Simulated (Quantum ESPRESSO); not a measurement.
## CdSe: zone-centre phonons and dielectric response under several settings

```
Cd Se
1.0
     0.00000    3.07027    3.07027
     3.07027    0.00000    3.07027
     3.07027    3.07027    0.00000
Cd Se
1 1
Cartesian
  0.0000 0.0000 0.0000
  1.5351 1.5351 1.5351
```

Measurements of this composition are mostly on another form, of space group No. 186.

All runs used Quantum ESPRESSO 7.5; potentials GBRV 1.5 LDA; k mesh 4 × 4 × 4, shifted; no spin polarisation; cutoff 612 eV; occupations smeared at first, fixed for the response.

| level | geometry | volume (Å³/atom) | pressure (GPa) | lowest optical mode without the field (cm⁻¹) | highest mode with the field (cm⁻¹) | ε∞ (mean) | ε0 (mean) | Born charge of atom 1 (e) | sum of the Born charges (e) |
| --- | --- | --- | --- | --- | --- | --- | --- | --- | --- |
| LDA | relaxed at -3 GPa | 28.90 | -3.0 | 157 | 190 | 8.63 | 12.6 | 2.31 | -0.03 |
| LDA | relaxed at 0 GPa | ? | 0.1 | ? | ? | ? | ? | ? | ? |
| LDA | relaxed at 3 GPa | 25.92 | 3.2 | 191 | 219 | 8.23 | 10.9 | 2.16 | -0.03 |
| LDA | relaxed at 8 GPa | 24.36 | 8.4 | 212 | 238 | 8.10 | 10.2 | 2.07 | -0.03 |
| LDA | relaxed at 15 GPa | 22.80 | 15.6 | 236 | 259 | 8.04 | 9.7 | 1.98 | -0.04 |

Problem. What stands in the row left open?

Solution. Volume 27.19 Å³/atom; lowest optical mode without the field 176 cm⁻¹; highest mode with the field 206 cm⁻¹; ε∞ 8.38; ε0 11.5; Born charge of atom 1 2.22 e; sum of the Born charges -0.03 e.

Caveats: the cell is more than 3 GPa from zero pressure, which shifts response properties (some runs); the volume moved by over 15 % at a fixed basis, so the end points are rough (some runs).

For the row left open. Caveat: the mesh is thin for the dielectric tensor, Born charges and intensities, which usually come out too large.
